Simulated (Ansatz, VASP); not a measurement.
TiO2: VASP beside Ansatz

The input INCAR:

```
SYSTEM = TiO2
ALGO = Normal ; EDIFF = 1E-7
ENCUT = 520 ; GGA = PE
ISIF = 2 ; ISMEAR = 0
LASPH = .True. ; LCHARG = .False.
LREAL = .False. ; LWAVE = .False.
NBANDS = 33 ; NELM = 100
PREC = Accurate ; SIGMA = 0.05
```

KPOINTS

```
k-points
0
Gamma
  6 6 10
  0 0 0
```

File POSCAR:

```
TiO2
1.0
    4.3184000000      0.0000000000      0.0000000000
    0.0000000000      4.3184000000      0.0000000000
    0.0000000000      0.0000000000      2.8058000000
Ti O
2 4
Direct
    0.0000000000      0.0000000000      0.0000000000
    0.5000000000      0.5000000000      0.5000000000
    0.3050970583      0.3050970583      0.0000000000
    0.1949029417      0.8050970583      0.5000000000
    0.6949029417      0.6949029417      0.0000000000
    0.8050970583      0.1949029417      0.5000000000
```

Input for Ansatz:

```yaml
crystal:
  lattice:
    - [4.3184, 0.0, 0.0]
    - [0.0, 4.3184, 0.0]
    - [0.0, 0.0, 2.8058]
  atoms:
    - { symbol: Ti, position: [0.0, 0.0, 0.0] }
    - { symbol: Ti, position: [0.5, 0.5, 0.5] }
    - { symbol: O, position: [0.3050970583, 0.3050970583, 0.0] }
    - { symbol: O, position: [0.1949029417, 0.8050970583, 0.5] }
    - { symbol: O, position: [0.6949029417, 0.6949029417, 0.0] }
    - { symbol: O, position: [0.8050970583, 0.1949029417, 0.5] }
basis:
  ecutwfc: 520.0
kpoints:
  mp_grid: { grid: [6, 6, 10] }
hamiltonian:
  xc: pbe
  pseudopotentials: { kind: paw, azcp: { folder: soft_1 } }
scf:
  occupations: { method: gaussian, width: 0.05 }
output:
  forces: true
  stress: true
  eigenvalues: true
```

Alike in both runs: task single point; functional PBE; k mesh 6 × 6 × 10; occupations gaussian, width 0.05 eV; no spin polarisation.

|  | VASP | Ansatz |
| --- | --- | --- |
| version | VASP 6.6.1 | Ansatz 0.2.0 |
| potentials or method | VASP PAW PBE potentials, release 64 (Ti_sv, O) | scalar-relativistic, plane waves, PAW |
| plane-wave cutoff (eV) | 520 | 520 |
| valence electrons in the cell | 48 | 48 |

Ansatz gave:

* gap on the k mesh at the Fermi level (eV): 2.32
* least direct gap on the mesh (eV): 2.34
* rms of the force components (eV/Å): 0.533

Which values does VASP return?

gap on the k mesh at the Fermi level (eV): 2.28; least direct gap on the mesh (eV): 2.30; rms of the force components (eV/Å): 0.545.

Atom by atom the forces differ by 0.012 eV/Å (rms over components).

Caveats: forces of over 1 eV/Å show positions far from the minimum, so gaps and moduli don't describe the material at rest. A k mesh can miss the band edges. As with any semilocal functional, this PBE gap is likely too small.
